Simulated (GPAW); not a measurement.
## Collinear magnetic orders of MnS (Rambergite) with GPAW

Aim: find out whether MnS (Rambergite) carries moments, and which collinear order costs least.

Calculated with GPAW 26.7.0; PBE with U = 4 eV on Mn d; plane waves with GPAW's PAW setups, scalar-relativistic.

The database entry behind the starting cell differs from later determinations by our own check (about 0.3 % short against later determinations), so it need not match the best structure at ambient conditions.

### Step 1. Starting point

Symmetry: P6_3mc, No. 186, hexagonal system. Conventional cell: a = 3.976 Å, b = 3.976 Å, c = 6.432 Å, α = 90.00°, β = 90.00°, γ = 120.00°. Nearest to Mn lie 4 S at 2.41 to 2.48 Å. S has 4 Mn at 2.41 to 2.48 Å nearest. Farther neighbours and most contacts between anions are not listed.

### Step 2. Order 1, typed as ferro ++

The parallel start comes first: it fits the smallest cell, keeps the most symmetry and shows whether parallel moments form. A Hubbard term is added for the open shell, at a value in common use.

Input file order1.py:

```python
import json
import numpy as np
from ase import Atoms
from ase.parallel import paropen, parprint
from gpaw import GPAW

atoms = Atoms(['Mn', 'Mn', 'S', 'S'],
    cell=[[3.976, 0.0, 0.0],
         [-1.988, 3.44331701, 0.0],
         [0.0, 0.0, 6.432]],
    scaled_positions=[[0.33333333, 0.66666667, 0.0],
         [0.66666667, 0.33333333, 0.5],
         [0.33333333, 0.66666667, 0.385],
         [0.66666667, 0.33333333, 0.885]],
    pbc=True,
    magmoms=[4.5, 4.5, 0.0, 0.0])
atoms.calc = GPAW(mode={'name': 'pw', 'ecut': 550},
    xc='PBE',
    kpts={'size': (10, 10, 6), 'gamma': True},
    occupations={'name': 'fermi-dirac', 'width': 0.1},
    convergence={'density': 1e-05, 'energy': 1e-05},
    maxiter=200,
    setups={'Mn': ':d,4.0'},
    txt='order1.txt')
e = atoms.get_potential_energy(force_consistent=True)
res = {'free_energy': e, 'energy_sigma0': atoms.get_potential_energy(), 'fermi_energy': atoms.calc.get_fermi_level()}
res['moments'] = atoms.get_magnetic_moments().tolist()
res['total'] = atoms.get_magnetic_moment()
parprint('site moments (muB):', np.round(res['moments'], 3))
parprint(f"total moment: {res['total']:.3f} muB")
parprint(f'free energy: {e:.6f} eV')
atoms.calc.write('order1.gpw')
with paropen('results.json', 'w') as f:
    json.dump(res, f)
```

Started as:

```sh
$ OMP_NUM_THREADS=1 mpirun -n 4 gpaw python order1.py > order1.log
```

Numbers of over 12 decimals in the logs are rounded to 6 here.

Output:

```text
site moments (muB): [4.491 4.491 0.034 0.034]
total moment: 10.000 muB
free energy: -28.488005 eV

--- order1.txt ---
Input parameters:
  mode=PW(ecut=550),
  convergence={'density': 1e-05, 'energy': 1e-05},
  kpts=MonkhorstPack(size=(10, 10, 6), gamma=True),
  maxiter=200,
  occupations=Occupations(name='fermi-dirac', width=0.1),
  setups={'Mn': ':d,4.0'},
  xc=XC(name='PBE')

Diagonalizing LCAO Hamiltonian
Converting LCAO to pw mode

            S

            Mn
        S

        Mn

Atoms  # Å, Bohr magnetons
|   | symbol |         x |        y |        z |    initial magnetic moments |
|---|--------|-----------|----------|----------|-----------------------------|
| 0 |     Mn | -0.000000 | 2.295545 | 0.000000 | ( 0.0000,  0.0000,  4.5000) |
| 1 |     Mn |  1.988000 | 1.147772 | 3.216000 | ( 0.0000,  0.0000,  4.5000) |
| 2 |      S | -0.000000 | 2.295545 | 2.476320 | ( 0.0000,  0.0000,  0.0000) |
| 3 |      S |  1.988000 | 1.147772 | 5.692320 | ( 0.0000,  0.0000,  0.0000) |

Unit cell  # Å
| periodic |         x |        y |        z |  lengths |     angles |
|----------|-----------|----------|----------|----------|------------|
|      yes |  3.976000 | 0.000000 | 0.000000 | 3.976000 |  90.000000 |
|      yes | -1.988000 | 3.443317 | 0.000000 | 3.976000 |  90.000000 |
|      yes |  0.000000 | 0.000000 | 6.432000 | 6.432000 | 120.000000 |

Number of symmetries: 2

BZ-sampling:
  Number of BZ points: 600
  Number of IBZ points: 172

  Monkhorst-Pack size: [10, 10, 6]
  Monkhorst-Pack shift: [0.05, 0.05, 0.083333]

K-points  # in reciprocal-cell coordinates
|     |                                coordinates |     weight |
|-----|--------------------------------------------|------------|
|   0 | (  0.00000000,   0.00000000,   0.00000000) | 0.00166667 |
|   1 | (  0.00000000,   0.00000000,   0.16666667) | 0.00333333 |
|   2 | (  0.00000000,   0.00000000,   0.33333333) | 0.00333333 |
|   3 | (  0.00000000,   0.00000000,   0.50000000) | 0.00166667 |
|   4 | (  0.00000000,   0.10000000,  -0.33333333) | 0.00333333 |
|   5 | (  0.00000000,   0.10000000,  -0.16666667) | 0.00333333 |
|   6 | (  0.00000000,   0.10000000,   0.00000000) | 0.00333333 |
|   7 | (  0.00000000,   0.10000000,   0.16666667) | 0.00333333 |
|   8 | (  0.00000000,   0.10000000,   0.33333333) | 0.00333333 |
|   9 | (  0.00000000,   0.10000000,   0.50000000) | 0.00333333 |
| ... |                                            |            |
| 171 | (  0.50000000,   0.50000000,   0.50000000) | 0.00333333 |

Plane wave coefficients: 2603
Cutoff: 550.0 eV

Spin-components: 2 (collinear spins)
Bands:           34
Projectors:      22
Spin-degeneracy: 1
Datatype:        complex128

Parallelization:
  kpt:    4
  domain: 1
  band:   1

Density:
  Valence electrons: 42.0
  Components: 2
  Grid points: [24 24 35]
  Charge: 0.0  # |e|

Potential:
  Grid points: [24 24 35]

species:
  Mn:
    name:    Manganese
    Z:       25.0
    valence: 15
    core:    10
    charge:  0.0  # [|e|]
    Hubbard: {U: 4.0,  # eV
              l: 2,
              scale: True}
    compensation charges:
      type: gauss
      rc: 0.38  # [Å]
      lmax: 2
    cutoffs:
      filter: 2.14  # [Å]
      core: 0.86  # [Å]
    projectors
    | kind |    occ | energy [eV] | rcut [Å] |
    |------|--------|-------------|----------|
    |   3s |  2.000 |     -85.859 |    1.275 |
    |   4s |  2.000 |      -5.106 |    1.275 |
    |   3p |  6.000 |     -54.597 |    1.281 |
    |   4p |  0.000 |      -1.371 |    1.281 |
    |   3d |  5.000 |      -6.771 |    1.138 |
    |    d |        |      20.441 |    1.138 |

    Using partial waves for Mn as LCAO basis

  S:
    name:    Sulfur
    Z:       16.0
    valence: 6
    core:    10
    charge:  0.0  # [|e|]
    compensation charges:
      type: gauss
      rc: 0.24  # [Å]
      lmax: 2
    cutoffs:
      filter: 1.77  # [Å]
      core: 1.66  # [Å]
    projectors
    | kind |    occ | energy [eV] | rcut [Å] |
    |------|--------|-------------|----------|
    |   3s |  2.000 |     -17.254 |    0.974 |
    |   3p |  4.000 |      -7.008 |    0.979 |
    |    s |        |       9.957 |    0.974 |
    |    p |        |      20.203 |    0.979 |
    |    d |        |       0.000 |    0.900 |

    Using partial waves for S as LCAO basis

Reference energy: -84743.415941  # eV

eigensolver:
  PPCG
  Converge bands: occupied
  niter=2

density mixing:
  MSR1-Mixer
  Pratt-step length: 0.05
  Maximum mixing coefficient: 0.75
  Old densities: 10
  SVD Regularization: 0.005
  Good broyden scale: 1.0
  Trust region scale: 1.0
  Backstep threshold: 4.0
  History deletion threshold: 6.0
  Fourier metric: weight=20.0, sigma=0.015

occupation numbers:
  Fermi-Dirac:
    width: 0.1000  # eV

poisson solver:
  ecut: 4400.0  # eV

xc functional:
  name: PBE with 2 nearest neighbor stencil

convergence criteria:
- Maximum integral of absolute [dens]ity change: 1e-05 electrons / valence electron
- Maximum [total energy] change in last 3 cyles: 1e-05 eV / valence electron
- Maximum integral of absolute [eigenst]ate change: 4e-08 eV^2 / valence electron
maximum number of iterations: 200

SCF iterations
|iter     |      energy | eigst |  dens |  magmom |
|---------|-------------|-------|-------|---------|
|iter:   1|  -28.863404 | +0.14 |       |  +9.0087|
|iter:   2|  -28.771418 | -1.83 | -1.02 |  +9.0582|
|iter:   3|  -28.442706 | -1.73 | -1.05 |  +9.7196|
|iter:   4|  -28.479035 | -2.64 | -1.72 |  +9.8933|
|iter:   5|  -28.486598 | -3.58 | -2.03 |  +9.9674|
|iter:   6|  -28.487883 | -3.97 | -2.44 | +10.0022|
|iter:   7|  -28.487987 | -4.98 | -3.03 | +10.0011|
|iter:   8|  -28.487993c| -6.27 | -3.70 | +10.0002|
|iter:   9|  -28.487993c| -7.40c| -4.16 | +10.0001|
|iter:  10|  -28.487994c| -7.69c| -4.36 | +10.0000|
|iter:  11|  -28.487994c| -8.63c| -5.16c| +10.0000|

Converged in 11 steps
Energy contributions relative to reference atoms: (reference = -84743.415941)

Energy contributions:
  Kinetic:          59.200964
  Coulomb:         -50.642461
  Zero:              0.262070
  External:          0.000000
  Xc:              -37.308555
  Entropy:          -0.000023
  Spinorbit:         0.000000
  ----------------------------
  Free energy:     -28.488005
  Extrapolated:    -28.487994

dipole moment: (0.000002, -0.000000, -10.106348)  # |e|*Ang

Total magnetic moment: (0.000000, 0.000000, 9.999970)

Local magnetic moments
|        x |        y |        z |
|----------|----------|----------|
| 0.000000 | 0.000000 | 4.490930 |  # Mn   0
| 0.000000 | 0.000000 | 4.490930 |  # Mn   1
| 0.000000 | 0.000000 | 0.034315 |  # S    2
| 0.000000 | 0.000000 | 0.034315 |  # S    3

Fermi level: 5.270
Eigenvalues  # (at kpt = [0.000, 0.000, 0.000])
| band index |      eig [eV] | occ [0-1] |      eig [eV] | occ [0-1] |
|------------|---------------|-----------|---------------|-----------|
|          0 |       -76.880 |     1.000 |       -71.857 |     1.000 |
|        ... |               |           |               |           |
|         13 |        -1.154 |     1.000 |         1.940 |     1.000 |
|         14 |        -1.154 |     1.000 |         1.941 |     1.000 |
|         15 |        -0.809 |     1.000 |         2.136 |     1.000 |
|         16 |        -0.295 |     1.000 |         6.882 |     0.000 |
|         17 |        -0.295 |     1.000 |         7.251 |     0.000 |
|         18 |        -0.111 |     1.000 |         7.251 |     0.000 |
|         19 |        -0.111 |     1.000 |         7.411 |     0.000 |
|         20 |         0.222 |     1.000 |         8.010 |     0.000 |
|         21 |         3.616 |     1.000 |         8.011 |     0.000 |
|         22 |         3.616 |     1.000 |         8.882 |     0.000 |
|         23 |         4.362 |     1.000 |         8.882 |     0.000 |
|         24 |         4.517 |     0.999 |         9.207 |     0.000 |
|         25 |         4.517 |     0.999 |         9.311 |     0.000 |
|         26 |         5.946 |     0.001 |         9.936 |     0.000 |
|         27 |         7.463 |     0.000 |         9.936 |     0.000 |
|         28 |        10.550 |     0.000 |        11.709 |     0.000 |
|        ... |               |           |               |           |
|         33 |        12.094 |     0.000 |        12.986 |     0.000 |

Gap: 1.429 eV
Transition (v -> c):
  (s=0, k=0, n=25, [0.00, 0.00, 0.00]) -> (s=0, k=0, n=26, [0.00, 0.00, 0.00])
No difference between direct/indirect transitions
```

Elapsed: 2.8 min, on 4 MPI ranks of Intel Xeon Platinum 8259CL at 2.50GHz (Skylake/Cascade Lake), shared host; peak memory 1.4 GiB.

Spin moment in the augmentation sphere by atom:

| atom | spin moment in the augmentation sphere (μB) |
| --- | --- |
| Mn1 | 4.49 |
| Mn2 | 4.49 |
| S3 | 0.03 |
| S4 | 0.03 |

Numbers from this step:

```
magnetization : 10.000 μB
final state   : ferromagnetic
```

After 11 cycles the largest moment stands at 4.49 μB.

### Step 3. Run 2 (antiferro q=(0,1/2,0) +--+)

An opposed order shows whether the pairs that it reverses prefer unlike signs.

The cell is doubled to 8 atoms to hold this order. Its mesh is chosen so that both cells sample the same points.

Input file order2.py:

```python
import json
import numpy as np
from ase import Atoms
from ase.parallel import paropen, parprint
from gpaw import GPAW

atoms = Atoms(['Mn', 'Mn', 'Mn', 'Mn', 'S', 'S', 'S', 'S'],
    cell=[[3.976, 0.0, 0.0],
         [-3.976, 6.88663401, 0.0],
         [0.0, 0.0, 6.432]],
    scaled_positions=[[0.33333333, 0.33333333, 0.0],
         [0.33333333, 0.83333333, 0.0],
         [0.66666667, 0.16666667, 0.5],
         [0.66666667, 0.66666667, 0.5],
         [0.33333333, 0.33333333, 0.385],
         [0.33333333, 0.83333333, 0.385],
         [0.66666667, 0.16666667, 0.885],
         [0.66666667, 0.66666667, 0.885]],
    pbc=True,
    magmoms=[4.5, -4.5, -4.5, 4.5, 0.0, 0.0, 0.0, 0.0])
atoms.calc = GPAW(mode={'name': 'pw', 'ecut': 550},
    xc='PBE',
    kpts={'size': (10, 5, 6), 'gamma': True},
    occupations={'name': 'fermi-dirac', 'width': 0.1},
    convergence={'density': 1e-05, 'energy': 1e-05},
    maxiter=200,
    setups={'Mn': ':d,4.0'},
    txt='order2.txt')
e = atoms.get_potential_energy(force_consistent=True)
res = {'free_energy': e, 'energy_sigma0': atoms.get_potential_energy(), 'fermi_energy': atoms.calc.get_fermi_level()}
res['moments'] = atoms.get_magnetic_moments().tolist()
res['total'] = atoms.get_magnetic_moment()
parprint('site moments (muB):', np.round(res['moments'], 3))
parprint(f"total moment: {res['total']:.3f} muB")
parprint(f'free energy: {e:.6f} eV')
atoms.calc.write('order2.gpw')
with paropen('results.json', 'w') as f:
    json.dump(res, f)
```

Started as:

```sh
$ OMP_NUM_THREADS=1 mpirun -n 4 gpaw python order2.py > order2.log
```

Output:

```text
site moments (muB): [ 4.414e+00 -4.414e+00 -4.414e+00  4.414e+00  1.000e-03 -1.000e-03
 -1.000e-03  1.000e-03]
total moment: -0.000 muB
free energy: -57.345823 eV

--- order2.txt ---
Input parameters:
  mode=PW(ecut=550),
  convergence={'density': 1e-05, 'energy': 1e-05},
  kpts=MonkhorstPack(size=(10, 5, 6), gamma=True),
  maxiter=200,
  occupations=Occupations(name='fermi-dirac', width=0.1),
  setups={'Mn': ':d,4.0'},
  xc=XC(name='PBE')

Diagonalizing LCAO Hamiltonian
Converting LCAO to pw mode

              S

                 S
              Mn
          S
                 Mn
             S
          Mn

             Mn

Atoms  # Å, Bohr magnetons
|   | symbol |         x |        y |        z |    initial magnetic moments |
|---|--------|-----------|----------|----------|-----------------------------|
| 0 |     Mn |  0.000000 | 2.295545 | 0.000000 | ( 0.0000,  0.0000,  4.5000) |
| 1 |     Mn | -1.988000 | 5.738862 | 0.000000 | ( 0.0000,  0.0000, -4.5000) |
| 2 |     Mn |  1.988000 | 1.147772 | 3.216000 | ( 0.0000,  0.0000, -4.5000) |
| 3 |     Mn | -0.000000 | 4.591089 | 3.216000 | ( 0.0000,  0.0000,  4.5000) |
| 4 |      S |  0.000000 | 2.295545 | 2.476320 | ( 0.0000,  0.0000,  0.0000) |
| 5 |      S | -1.988000 | 5.738862 | 2.476320 | ( 0.0000,  0.0000,  0.0000) |
| 6 |      S |  1.988000 | 1.147772 | 5.692320 | ( 0.0000,  0.0000,  0.0000) |
| 7 |      S | -0.000000 | 4.591089 | 5.692320 | ( 0.0000,  0.0000,  0.0000) |

Unit cell  # Å
| periodic |         x |        y |        z |  lengths |     angles |
|----------|-----------|----------|----------|----------|------------|
|      yes |  3.976000 | 0.000000 | 0.000000 | 3.976000 |  90.000000 |
|      yes | -3.976000 | 6.886634 | 0.000000 | 7.952000 |  90.000000 |
|      yes |  0.000000 | 0.000000 | 6.432000 | 6.432000 | 120.000000 |

Number of symmetries: 1

BZ-sampling:
  Number of BZ points: 300
  Number of IBZ points: 152

  Monkhorst-Pack size: [10, 5, 6]
  Monkhorst-Pack shift: [0.05, 0.0, 0.083333]

Plane wave coefficients: 5188
Cutoff: 550.0 eV

Spin-components: 2 (collinear spins)
Bands:           55
Projectors:      44
Spin-degeneracy: 1
Datatype:        complex128

Parallelization:
  kpt:    4
  domain: 1
  band:   1

Density:
  Valence electrons: 84.0
  Components: 2
  Grid points: [24 45 35]
  Charge: 0.0  # |e|

Potential:
  Grid points: [24 45 35]

[... setups left out ...]
Reference energy: -169486.831881  # eV

eigensolver:
  PPCG
  Converge bands: occupied
  niter=2

density mixing:
  MSR1-Mixer
  Pratt-step length: 0.05
  Maximum mixing coefficient: 0.75
  Old densities: 10
  SVD Regularization: 0.005
  Good broyden scale: 1.0
  Trust region scale: 1.0
  Backstep threshold: 4.0
  History deletion threshold: 6.0
  Fourier metric: weight=20.0, sigma=0.015

occupation numbers:
  Fermi-Dirac:
    width: 0.1000  # eV

poisson solver:
  ecut: 4400.0  # eV

xc functional:
  name: PBE with 2 nearest neighbor stencil

convergence criteria:
- Maximum integral of absolute [dens]ity change: 1e-05 electrons / valence electron
- Maximum [total energy] change in last 3 cyles: 1e-05 eV / valence electron
- Maximum integral of absolute [eigenst]ate change: 4e-08 eV^2 / valence electron
maximum number of iterations: 200

SCF iterations
|iter     |      energy | eigst |  dens |  magmom |
|---------|-------------|-------|-------|---------|
|iter:   1|  -57.987235 | +0.31 |       |  -0.0000|
|iter:   2|  -57.893526 | -0.98 | -1.00 |  -0.0000|
|iter:   3|  -57.256524 | -0.74 | -1.05 |  -0.0000|
|iter:   4|  -57.332025 | -1.72 | -1.50 |  -0.0000|
|iter:   5|  -57.339015 | -2.43 | -1.99 |  -0.0000|
|iter:   6|  -57.345733 | -3.09 | -2.21 |  +0.0000|
|iter:   7|  -57.345810 | -4.12 | -3.01 |  +0.0000|
|iter:   8|  -57.345820c| -4.82 | -3.57 |  +0.0000|
|iter:   9|  -57.345821c| -5.63 | -3.83 |  +0.0000|
|iter:  10|  -57.345823c| -6.23 | -4.21 |  +0.0000|
|iter:  11|  -57.345823c| -7.10 | -4.79 |  -0.0000|
|iter:  12|  -57.345823c| -7.48c| -5.12c|  -0.0000|

Converged in 12 steps
Energy contributions relative to reference atoms: (reference = -169486.831881)

Energy contributions:
  Kinetic:         110.822281
  Coulomb:         -95.468139
  Zero:              0.546638
  External:          0.000000
  Xc:              -73.246603
  Entropy:          -0.000000
  Spinorbit:         0.000000
  ----------------------------
  Free energy:     -57.345823
  Extrapolated:    -57.345823

dipole moment: (0.000011, -0.000004, -20.194488)  # |e|*Ang

Total magnetic moment: (0.000000, 0.000000, -0.000000)

Local magnetic moments
|        x |        y |         z |
|----------|----------|-----------|
| 0.000000 | 0.000000 |  4.414471 |  # Mn   0
| 0.000000 | 0.000000 | -4.414473 |  # Mn   1
| 0.000000 | 0.000000 | -4.414470 |  # Mn   2
| 0.000000 | 0.000000 |  4.414470 |  # Mn   3
| 0.000000 | 0.000000 |  0.001235 |  # S    4
| 0.000000 | 0.000000 | -0.001235 |  # S    5
| 0.000000 | 0.000000 | -0.001234 |  # S    6
| 0.000000 | 0.000000 |  0.001234 |  # S    7

Fermi level: 5.029
Eigenvalues  # (at kpt = [0.000, 0.000, 0.000])
| band index |      eig [eV] | occ [0-1] |      eig [eV] | occ [0-1] |
|------------|---------------|-----------|---------------|-----------|
|          0 |       -76.836 |     1.000 |       -76.836 |     1.000 |
|        ... |               |           |               |           |
|         34 |         1.493 |     1.000 |         1.493 |     1.000 |
|         35 |         2.138 |     1.000 |         2.138 |     1.000 |
|         36 |         2.324 |     1.000 |         2.323 |     1.000 |
|         37 |         2.813 |     1.000 |         2.813 |     1.000 |
|         38 |         3.177 |     1.000 |         3.177 |     1.000 |
|         39 |         3.254 |     1.000 |         3.254 |     1.000 |
|         40 |         3.328 |     1.000 |         3.328 |     1.000 |
|         41 |         3.410 |     1.000 |         3.410 |     1.000 |
|         42 |         6.328 |     0.000 |         6.328 |     0.000 |
|         43 |         6.825 |     0.000 |         6.825 |     0.000 |
|         44 |         7.292 |     0.000 |         7.292 |     0.000 |
|         45 |         7.670 |     0.000 |         7.670 |     0.000 |
|         46 |         7.716 |     0.000 |         7.716 |     0.000 |
|         47 |         7.780 |     0.000 |         7.780 |     0.000 |
|         48 |         7.892 |     0.000 |         7.892 |     0.000 |
|         49 |         7.987 |     0.000 |         7.987 |     0.000 |
|        ... |               |           |               |           |
|         54 |         9.385 |     0.000 |         9.385 |     0.000 |

Gap: 2.840 eV
Transition (v -> c):
  (s=0, k=12, n=41, [0.00, 0.40, 0.00]) -> (s=1, k=0, n=42, [0.00, 0.00, 0.00])
Direct/indirect transitions are different
Direct gap: 2.918 eV
Transition at: (s=0->1, k=0, n=41, [0.00, 0.00, 0.00])
```

Elapsed: 8.5 min, on 4 MPI ranks; peak memory 2.6 GiB.

Spin moment in the augmentation sphere by atom:

| atom | spin moment in the augmentation sphere (μB) |
| --- | --- |
| Mn1 | 4.41 |
| Mn2 | -4.41 |
| Mn3 | -4.41 |
| Mn4 | 4.41 |
| S5 | 0.00 |
| S6 | 0.00 |
| S7 | 0.00 |
| S8 | 0.00 |

Read from the output:

```
magnetization : 0 μB
final state   : antiferromagnetic
```

It lies 92.5 meV a seeded atom under the first start, and its largest moment is 4.41 μB against 4.49 μB.

(Continued in part 2 of 2.)

[Logs and program files are shortened in this print: banners, set-up blocks, solver, clock and traceback lines can be left out without a mark of their own.]

[Logs are printed without paths, hosts, clocks, repeated set-up lines and the standing remarks that a program may print on its own settings, such as how far it seeks lower states.]

[Hosts, paths, dates, database ids (printed as entryN), source tags and the programs' standing remarks are cut or masked in the printed files.]

[Where a cell is said to come from a database of computed structures, the database is the Materials Project.]
